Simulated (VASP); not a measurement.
# RbBr (Fm-3m) in VASP: a series of runs

The runs below take RbBr through phonons, dielectric tensor, elastic constants, with PBEsol.

All numbers are computed with VASP 6.6.1; they aren't measurements. Logs are shortened: lines on timing, memory, paths and dates and some standing lists are left out, and cuts for length are marked.

**1. The structure**

It takes space group Fm-3m (No. 225, cubic). The conventional cell has a = 6.852 Å, b = 6.852 Å, c = 6.852 Å, α = 90.00°, β = 90.00°, γ = 90.00°. Rb (site symmetry m-3m) has 6 Br at 3.43 Å as nearest neighbours. Br (site symmetry m-3m) is surrounded by 6 Rb at 3.43 Å.

**2. Phonons, PBEsol, target pressure -1.5 GPa, at which the enthalpy is minimised**

The input, POSCAR:

```
RbBr
1.0
   -0.0000000000      3.4260584454      3.4260584454
    3.4260584454      0.0000000000      3.4260584454
    3.4260584454      3.4260584454     -0.0000000000
  Rb              Br
     1     1
Direct
     1.0000000000000000    0.0000000000000000    0.0000000000000000
     0.5000000000000000    0.5000000000000000    0.5000000000000000
```

The input, INCAR.step1:

```
PREC = Accurate
ENCUT = 600
EDIFF = 1E-8
ISMEAR = 0
SIGMA = 0.03
LREAL = False
LASPH = True
NELM = 80
ALGO = Normal
ISIF = 3
LWAVE = False
LCHARG = False
GGA = PS
PSTRESS = -15.0
IBRION = 2
NSW = 40
EDIFFG = -0.002
```

The input, INCAR.step2:

```
PREC = Accurate
ENCUT = 600
EDIFF = 1E-8
ISMEAR = 0
SIGMA = 0.03
LREAL = False
LASPH = True
NELM = 80
ALGO = Normal
ISIF = 2
LWAVE = False
LCHARG = False
GGA = PS
PSTRESS = -15.0
IBRION = 6
NFREE = 2
POTIM = 0.015
NSW = 1
```

The input, KPOINTS:

```
regular mesh
0
Gamma
  8 8 8
```

Potentials or basis: VASP PAW PBE potentials, release 64 (Rb_sv, Br).

Run with:

```bash
$ cat potpaw_PBE.64/Rb_sv/POTCAR potpaw_PBE.64/Br/POTCAR > POTCAR
$ cp INCAR.step1 INCAR
$ mpirun -np 1 vasp_std > vasp.out
$ cp CONTCAR POSCAR
$ cp INCAR.step2 INCAR
$ mpirun -np 1 vasp_std > vasp.out
```

OUTCAR:

```text
PREC = Accurate
   ENCUT = 600
   EDIFF = 1E-8
   ISMEAR = 0
   LREAL = False
   LASPH = True
   NELM = 80
   ISIF = 2
   GGA = PS
   PSTRESS = -15.0
   IBRION = 6
   NFREE = 2
   POTIM = 0.015
   NSW = 1

 ion  position               nearest neighbor table
   1  0.000  0.000  0.000-   2 3.62   2 3.62   2 3.62   2 3.62   2 3.62   2 3.62
   2  0.500  0.500  0.500-   1 3.62   1 3.62   1 3.62   1 3.62   1 3.62   1 3.62

  LATTYP: Found a face centered cubic cell.
 ALAT       =     7.2379593667

  Lattice vectors:

 A1 = (   0.0000000000,   3.6189796834,   3.6189796834)
 A2 = (   3.6189796834,   0.0000000000,   3.6189796834)
 A3 = (   3.6189796834,   3.6189796834,   0.0000000000)

Analysis of symmetry for initial positions (statically):
=====================================================================
 Subroutine PRICEL returns:
 Original cell was already a primitive cell.

 Routine SETGRP: Setting up the symmetry group for a
 face centered cubic supercell.

 Subroutine GETGRP returns: Found 48 space group operations
 (whereof 48 operations were pure point group operations)
 out of a pool of 48 trial point group operations.

The static configuration has the point symmetry O_h .

Analysis of symmetry for dynamics (positions and initial velocities):
=====================================================================
 Subroutine PRICEL returns:
 Original cell was already a primitive cell.

 Routine SETGRP: Setting up the symmetry group for a
 face centered cubic supercell.

 Subroutine GETGRP returns: Found 48 space group operations
 (whereof 48 operations were pure point group operations)
 out of a pool of 48 trial point group operations.

The dynamic configuration has the point symmetry O_h .

 Subroutine INISYM returns: Found 48 space group operations
 (whereof 48 operations are pure point group operations),
 and found     1 'primitive' translations

----------------------------------------------------------------------------------------

                                     Primitive cell

  volume of cell :      94.7957

  direct lattice vectors                    reciprocal lattice vectors
     0.000000000  3.618979683  3.618979683    -0.138160488  0.138160488  0.138160488
     3.618979683  0.000000000  3.618979683     0.138160488 -0.138160488  0.138160488
     3.618979683  3.618979683  0.000000000     0.138160488  0.138160488 -0.138160488

  length of vectors
     5.118010150  5.118010150  5.118010150     0.239300985  0.239300985  0.239300985

  position of ions in fractional coordinates (direct lattice)
     0.000000000  0.000000000  0.000000000
     0.500000000  0.500000000  0.500000000

  ion indices of the primitive-cell ions
   primitive index   ion index
                 1           1
                 2           2

----------------------------------------------------------------------------------------

 KPOINTS: regular mesh

Automatic generation of k-mesh.
 Grid dimensions read from file:
 generate k-points for:    8    8    8

 Generating k-lattice:

  Cartesian coordinates                     Fractional coordinates (reciprocal lattice)
    -0.017270061  0.017270061  0.017270061     0.125000000  0.000000000  0.000000000
     0.017270061 -0.017270061  0.017270061     0.000000000  0.125000000  0.000000000
     0.017270061  0.017270061 -0.017270061     0.000000000  0.000000000  0.125000000

  Length of vectors
     0.029912623  0.029912623  0.029912623

  Shift w.r.t. Gamma in fractional coordinates (k-lattice)
     0.000000000  0.000000000  0.000000000

 Subroutine IBZKPT returns following result:
 ===========================================

 Found     29 irreducible k-points:

 Following reciprocal coordinates:
            Coordinates               Weight
  0.000000  0.000000  0.000000      1.000000
  0.125000  0.000000  0.000000      8.000000
  0.250000  0.000000  0.000000      8.000000
  0.375000  0.000000  0.000000      8.000000
  0.500000  0.000000  0.000000      4.000000
  0.125000  0.125000  0.000000      6.000000
[... 16 lines left out ...]
  0.500000  0.250000  0.125000     48.000000
 -0.375000  0.250000  0.125000     24.000000
 [... further k-points ...]
   k-points           NKPTS =     29   k-points in BZ     NKDIM =     29   number of bands    NBANDS=     12
   number of dos      NEDOS =    301   number of ions     NIONS =      2
   total plane-waves  NPLWV =  74088
   dimension x,y,z NGX =    42 NGY =   42 NGZ =   42
   dimension x,y,z NGXF=    84 NGYF=   84 NGZF=   84
   ions per type =               1   1
   NGX,Y,Z   is equivalent  to a cutoff of  13.64, 13.64, 13.64 a.u.
   NGXF,Y,Z  is equivalent  to a cutoff of  27.29, 27.29, 27.29 a.u.
 SYSTEM =  unknown system
   PREC   = accura    normal or accurate (medium, high low for compatibility)
   ISTART =      0    job   : 0-new  1-cont  2-samecut
   ICHARG =      2    charge: 1-file 2-atom 10-const
   ISPIN  =      1    spin polarized calculation?
   LNONCOLLINEAR =      F non collinear calculations
   LSORBIT =      F    spin-orbit coupling
   LASPH  =      T    aspherical Exc in radial PAW
   ENCUT  =  600.0 eV  44.10 Ry    6.64 a.u.  10.22 10.22 10.22*2*pi/ulx,y,z
   NELM   =     80;   NELMIN=  2; NELMDL=  0     # of ELM steps
   EDIFF  = 0.1E-07   stopping-criterion for ELM
   LREAL  =      F    real-space projection
   EDIFFG = 0.1E-06   stopping-criterion for IOM
   NSW    =     61    number of steps for IOM
   IBRION =      6    ionic relax: 0-MD 1-quasi-New 2-CG
   NFREE  =      2    steps in history (QN), initial steepest desc. (CG)
   ISIF   =      2    stress and relaxation
   ISYM   =      2    0-nonsym 1-usesym 2-fastsym
   POTIM  = 0.0150    time-step for ionic-motion
   TEBEG  =    0.0;   TEEND  =   0.0 temperature during run
   PSTRESS=  -15.0 pullay stress
   NELECT =      16.0000    total number of electrons
   NUPDOWN=      -1.0000    fix difference up-down
   EMIN   =  10.00;   EMAX   =-10.00  energy-range for DOS
   EFERMI =   0.00;   METHOD = LEGACY
   ISMEAR =     0;   SIGMA  =   0.03  broadening in eV -4-tet -1-fermi 0-gaus
   EFERMI_NEDOS =   21; number of points for ismear=-14 and -15
   IALGO  =     38    algorithm
   IMIX   =      4    mixing-type and parameters
     AMIX     =   0.40;   BMIX     =  1.00
     AMIX_MAG =   1.60;   BMIX_MAG =  1.00
  volume/ion in A,a.u.               =      47.40       319.86
  Fermi-wavevector in a.u.,A,eV,Ry     =   0.904729  1.709691 11.136848  0.818535
  Thomas-Fermi vector in A             =   2.028211
   LORBIT       =      0    0 simple, 1 ext, 2 COOP (PROOUT), +10 PAW based schemes
   GGA     = PS    functional components
   LHFCALC =     F    Hartree Fock is set to
   AEXX    =    0.0000 exact exchange contribution
   IVDW    =     0    specifies the selected vdW correction
   LEPSILON=     F    determine dielectric tensor
   LRPA    =     F    only Hartree local field effects (RPA)
 finite differences with symmetry
 non-spin polarized calculation
 Gauss-broadening in eV      SIGMA  =   0.03
  energy-cutoff  :      600.00
  volume of cell :       94.80
 maximum number of plane-waves:      3180
 NGX is ok and might be reduce to    42
   NGX = 21   NGY = 21   NGZ = 21

--------------------------------------- Ionic step        1  -------------------------------------------

 number of electron      16.0000000 magnetization

 Free energy of the ion-electron system (eV)
  ---------------------------------------------------
  ext. energy  EPLUGINS =         0.00000000
  ---------------------------------------------------
  free energy    TOTEN  =        -6.27585418 eV

  energy without entropy =       -6.27585418  energy(sigma->0) =       -6.27585418

------------------------ aborting loop because EDIFF is reached ----------------------------------------

  FORCE on cell =-STRESS in cart. coord.  units (eV):
  Direction    XX          YY          ZZ          XY          YZ          ZX
  --------------------------------------------------------------------------------------
  -------------------------------------------------------------------------------------
  Total       -0.8870250     -0.8870250     -0.8870250      0.0000000     -0.0000000      0.0000000
  in kB      -14.9919455    -14.9919455    -14.9919455      0.0000000     -0.0000000      0.0000000
  external PRESSURE =       0.0080545 kB  Pullay stress =     -15.0000000 kB
[... 137 lines left out ...]
  enthalpy is  TOTEN    =        -7.1633125161 eV   P V=       -0.8875015238

--------------------------------------- Ionic step        5  -------------------------------------------

 number of electron      16.0000000 magnetization

 Free energy of the ion-electron system (eV)
  ---------------------------------------------------
  ext. energy  EPLUGINS =         0.00000000
  ---------------------------------------------------
  free energy    TOTEN  =        -6.27581100 eV

  energy without entropy =       -6.27581100  energy(sigma->0) =       -6.27581100

 E-fermi :  -2.2252     XC(G=0):  -6.7417

 val. band max:       -2.3744229709   @ k =   0.0000   0.0000   0.0000
 cond. band min:       1.5047337741   @ k =   0.0000   0.0000   0.0000
 fundamental gap:      3.8791567450
 Fermi energy:        -2.2252212200

 k-point     1 :       0.0000    0.0000    0.0000
  band No.  band energies     occupation
      1     -27.1090      2.00000
      2     -14.4264      2.00000
      3     -11.1809      2.00000
      4     -11.1809      2.00000
      5     -11.1809      2.00000
      6      -2.3744      2.00000
      7      -2.3744      2.00000
      8      -2.3744      2.00000
      9       1.5047      0.00000
     10       4.7661      0.00000
     11       4.7662      0.00000
     12       4.7662      0.00000
[... 331 lines left out ...]
 k-point    24 :      -0.3750    0.2500    0.1250
  band No.  band energies     occupation
      1     -27.1045      2.00000
      2     -14.4237      2.00000
      3     -11.2176      2.00000
      4     -11.2118      2.00000
      5     -11.1768      2.00000
      6      -2.9706      2.00000
      7      -2.6479      2.00000
      8      -2.6120      2.00000
      9       4.1566      0.00000
     10       4.5686      0.00000
     11       5.7396      0.00000
     12       5.9920      0.00000

 [... further k-points ...]

------------------------ aborting loop because EDIFF is reached ----------------------------------------

  FORCE on cell =-STRESS in cart. coord.  units (eV):
  Direction    XX          YY          ZZ          XY          YZ          ZX
  --------------------------------------------------------------------------------------
  -------------------------------------------------------------------------------------
  Total       -0.8861537     -0.8872638     -0.8872638      0.0000000     -0.0000000      0.0000000
  in kB      -14.9772204    -14.9959817    -14.9959817      0.0000000     -0.0000000      0.0000000
  external PRESSURE =       0.0102720 kB  Pullay stress =     -15.0000000 kB
[... 17 lines left out ...]
  FREE ENERGIE OF THE ION-ELECTRON SYSTEM (eV)
  ---------------------------------------------------
  free  energy   TOTEN  =        -6.2758109973 eV

  energy  without entropy=       -6.2758109973  energy(sigma->0) =       -6.27581100

  enthalpy is  TOTEN    =        -7.1633125211 eV   P V=       -0.8875015238

 INTERNAL STRAIN TENSORS FROM DISPLACED ATOMS
 ============================================

 INTERNAL STRAIN TENSOR FOR ION    1 for displacements in x,y,z  (eV/Angst):
          X           Y           Z          XY          YZ          ZX
  --------------------------------------------------------------------------------
  x     0.00000     0.00000     0.00000     0.00000     0.00000     0.00000
  y     0.00000     0.00000     0.00000     0.00000     0.00000     0.00000
  z     0.00000     0.00000     0.00000     0.00000     0.00000     0.00000

 INTERNAL STRAIN TENSOR FOR ION    2 for displacements in x,y,z  (eV/Angst):
          X           Y           Z          XY          YZ          ZX
  --------------------------------------------------------------------------------
  x     0.00000     0.00000     0.00000     0.00000     0.00000     0.00000
  y     0.00000     0.00000     0.00000     0.00000     0.00000     0.00000
  z     0.00000     0.00000     0.00000     0.00000     0.00000     0.00000

 Eigenvectors and eigenvalues of the dynamical matrix
 ----------------------------------------------------

   1 f  =    1.514684 THz     9.517043 2PiTHz   50.524435 cm-1     6.264229 meV
             X         Y         Z           dx          dy          dz
      0.000000  0.000000  0.000000     0.000000    0.696929    0.000000
      3.618980  3.618980  3.618980     0.000000   -0.717140    0.000000

   2 f  =    1.514684 THz     9.517043 2PiTHz   50.524435 cm-1     6.264229 meV
             X         Y         Z           dx          dy          dz
      0.000000  0.000000  0.000000    -0.696929    0.000000    0.000000
      3.618980  3.618980  3.618980     0.717140    0.000000    0.000000
[... 11 lines left out ...]
   5 f/i=    0.003839 THz     0.024120 2PiTHz    0.128049 cm-1     0.015876 meV
             X         Y         Z           dx          dy          dz
      0.000000  0.000000  0.000000     0.000000   -0.717140    0.000000
      3.618980  3.618980  3.618980     0.000000   -0.696929    0.000000

   6 f/i=    0.003839 THz     0.024120 2PiTHz    0.128049 cm-1     0.015876 meV
             X         Y         Z           dx          dy          dz
      0.000000  0.000000  0.000000     0.000000    0.000000    0.717140
      3.618980  3.618980  3.618980     0.000000    0.000000    0.696929

 ELASTIC MODULI CONTR FROM IONIC RELAXATION (kBar)
 Direction    XX          YY          ZZ          XY          YZ          ZX
 --------------------------------------------------------------------------------
 XX           0.0000      0.0000      0.0000      0.0000      0.0000      0.0000
 YY           0.0000      0.0000      0.0000      0.0000      0.0000      0.0000
 ZZ           0.0000      0.0000      0.0000      0.0000      0.0000      0.0000
 XY           0.0000      0.0000      0.0000      0.0000      0.0000      0.0000
 YZ           0.0000      0.0000      0.0000      0.0000      0.0000      0.0000
 ZX           0.0000      0.0000      0.0000      0.0000      0.0000      0.0000
 --------------------------------------------------------------------------------
```

It took 7.4 min on 1 thread of Intel Xeon Platinum 8488C (Sapphire Rapids), shared host; peak memory 0.36 GiB.

What came out:

```yaml
Relaxed_volume: 47.40 Å³/atom
Relaxed_cell: a = 5.118 Å, b = 5.118 Å, c = 5.118 Å, α = 60.00°, β = 60.00°, γ = 60.00°
Space_group_after_relaxing_to_0.05_Å: Fm-3m (No. 225)
Highest_phonon_frequency_at_Γ_LO-TO_splitting_left_out: 51 cm⁻¹
```

The path:
| step | energy change (eV) | largest force (eV/Å) | pressure (GPa) | volume (Å³) |
| --- | --- | --- | --- | --- |
| 1 | 0.0000 | 0.0000 | -0.01 | 80.43 |
| 2 | 0.0097 | 0.0000 | -0.65 | 84.86 |
| 3 | 0.0533 | 0.0000 | -1.31 | 91.78 |
| 4 | 0.0734 | 0.0000 | -1.46 | 94.11 |
| 5 | 0.0798 | 0.0000 | -1.50 | 94.80 |

Final structure:
```
Rb Br
1.0
     0.00000    3.61898    3.61898
     3.61898    0.00000    3.61898
     3.61898    3.61898    0.00000
Rb Br
1 1
Direct
  0.00000 0.00000 0.00000
  0.50000 0.50000 0.50000
```

Phonon frequencies in cm⁻¹ (negative: imaginary):
```csv
q point,frequencies
"(0.000, 0.000, 0.000)",0 0 0 51 51 51
```

Caveat: the volume moved by over 15 % at a fixed basis, so the end points are rough; the PAW data sets were made with another functional, which shifts forces and pressure a little.

(Part 1 of 2 ends here.)
